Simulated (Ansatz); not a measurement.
## FePt: stable or not

The cell was reached from a generator's guess, though it ends in a space group that the Crystallography Open Database lists for this formula.

All numbers below come from DFT PBE, scalar-relativistic, plane waves, PAW in Ansatz 0.2.0. Settings of the last relaxation (2-atom cell): 420 eV, 20×20×14 k points, Gaussian smearing of 0.10 eV, collinear spin.

```
CELL_PARAMETERS angstrom
2.72910 0.00000 0.00000
0.00000 2.72910 0.00000
0.00000 0.00000 3.76523
ATOMIC_POSITIONS crystal
Fe 0.50000 0.50000 0.50000
Pt 0.00000 0.00000 0.00000
```

The zero of energy is the elements' standard structures at the same level; no fitted shifts are applied.

Question: These tests were run: energy against the elements; phonons at Γ. What do they show?

Answer:

```
                       test                        result
energy against the elements                 −0.23 eV/atom
               phonons at Γ  lowest optical mode 157 cm⁻¹
```

It fails none of these tests. Other phases of the system weren't compared here, so this isn't yet thermodynamic stability. Phonons away from Γ weren't computed.

These runs have no spin–orbit coupling, which can matter for Pt. Another magnetic order may lie lower. The run for the phonons used a 20×20×14 k mesh and Gaussian smearing of 0.20 eV. The cell carries site moments Fe 3.0; Pt 0.4 μB.
